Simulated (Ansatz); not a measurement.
# NaI: from a guess to a relaxed structure

Aim: relax a trial structure of NaI and see where it ends, then test the end with a random kick.

Method: DFT PBE, scalar-relativistic, plane waves, PAW, in Ansatz 0.2.0.

## Step 1: The structure to begin with

Symmetry: P-3m1, No. 164, trigonal system. Conventional cell: a = 3.622 Å, b = 3.622 Å, c = 21.000 Å, α = 90.00°, β = 90.00°, γ = 120.00°. Na (site symmetry 3m) has 3 I at 2.83 Å and 3 Na at 3.24 Å as nearest neighbours. I (site symmetry 3m) has 3 Na at 2.83 Å as nearest neighbours.

Coordinates:

```cif
data_structure
_symmetry_space_group_name_H-M 'P-3m1'
_symmetry_Int_Tables_number 164
_cell_length_a 3.6219
_cell_length_b 3.6219
_cell_length_c 21.0000
_cell_angle_alpha 90.000
_cell_angle_beta 90.000
_cell_angle_gamma 120.000
_cell_volume 238.57
loop_
_atom_site_label
_atom_site_type_symbol
_atom_site_symmetry_multiplicity
_atom_site_Wyckoff_symbol
_atom_site_fract_x
_atom_site_fract_y
_atom_site_fract_z
_atom_site_occupancy
Na1 Na 2 d 0.33333 0.66667 0.44122 1
I1 I 2 c 0.00000 0.00000 0.35033 1
```

The cell is invented: species swapped into a sheet modelled on a layer of ZrBr, with I on the Br sites and Na on the Zr sites. Lengths come from tabulated atomic sizes and are only a guess.

Only a and b are periodic; c spans vacuum, so the box's volume, pressure and space group aren't properties of the sheet.

## Step 2: A first look at the guess

Contents of input.yaml:

```yaml
crystal:
  lattice:
    - [3.62185225, 0.0, 0.0]
    - [-1.81092561, 3.13661586, 0.0]
    - [0.0, 0.0, 21.0]
  atoms:
    - { symbol: Na, position: [0.33333333, 0.66666667, 0.44121778] }
    - { symbol: Na, position: [0.66666667, 0.33333333, 0.55878222] }
    - { symbol: I, position: [0.0, 0.0, 0.35032653] }
    - { symbol: I, position: [0.0, 0.0, 0.64967347] }
  periodic: [true, true, false]
basis:
  ecutwfc: 420
kpoints:
  mp_grid: { grid: [6, 6, 1] }
hamiltonian:
  xc: pbe
scf:
  occupations: { method: gaussian, width: 0.1 }
  lower_state_search: "off"
output:
  forces: true
  stress: true
  eigenvalues: true
```

Launch:

```
> ansatz run input.yaml --threads 1 --pin off --max-ram 2048MiB --backend cpu --events-out ev --progress --plain --runs-dir out
```

The session goes on with these runs: rough relaxation on the coarse mesh; final relaxation; reference for the kick test; kicked and relaxed without symmetry.

Before running it: what results should come out? Wanted: relaxed cell; area; thickness between outermost nuclei; energy over the elements; gap on the mesh.

**Answer**, as computed:

```
                              quantity                                 value
symmetry at the end (tolerance 0.02 Å)            layer group p-3m1 (No. 72)
                          relaxed cell  a = 5.209 Å, b = 5.209 Å, γ = 120.0°
                                  area                          5.87 Å²/atom
    thickness between outermost nuclei                                5.71 Å
              energy over the elements                         -1.13 eV/atom
                       gap on the mesh                               3.82 eV
```

In words: The layer group p-3m1 (No. 72) is kept, and the area per atom grows by 106.9 % from the first guess. It lies below the elements, which doesn't yet make it stable: competing phases were not computed in this session. The kick test gives no clear verdict at this accuracy. Spin-orbit coupling is left out, which matters for the bands of I.
